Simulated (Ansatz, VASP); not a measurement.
**One calculation of Mg3B, two programs**

```
Mg B
1.0
     3.01271    0.00000    0.00000
     0.00000    3.01271    0.00000
     0.00000    0.00000    9.26922
Mg B
3 1
Direct
  0.50000 0.50000 0.74533
  0.50000 0.50000 0.25467
  0.00000 0.00000 0.00000
  0.50000 0.50000 0.50000
```

Alike in both runs: functional PBE; k mesh 16 × 16 × 6; occupations gaussian, width 0.1 eV; no spin polarisation.

Ansatz relaxed the structure, and its values are those at the end. VASP's run is a single point on that final structure, the one shown.

|  | VASP | Ansatz |
| --- | --- | --- |
| version | VASP 6.6.1 | Ansatz 0.2.0 |
| potentials or method | VASP PAW PBE potentials, release 64 (Mg, B) | scalar-relativistic, plane waves, PAW |
| plane-wave cutoff (eV) | 520 | 420 |
| valence electrons in the cell | 9 | 33 |

```tsv
	VASP	Ansatz	Ansatz less VASP
gap on the k mesh at the Fermi level (eV)	none	none	-
pressure (GPa)	-0.1	0.0	+0.07
rms of the force components (eV/Å)	0.004	0.000	-0.0043
```

A gap of «none» marks a metal or a gap that the smearing closes. The two sets of potentials don't hold the same shells in valence.
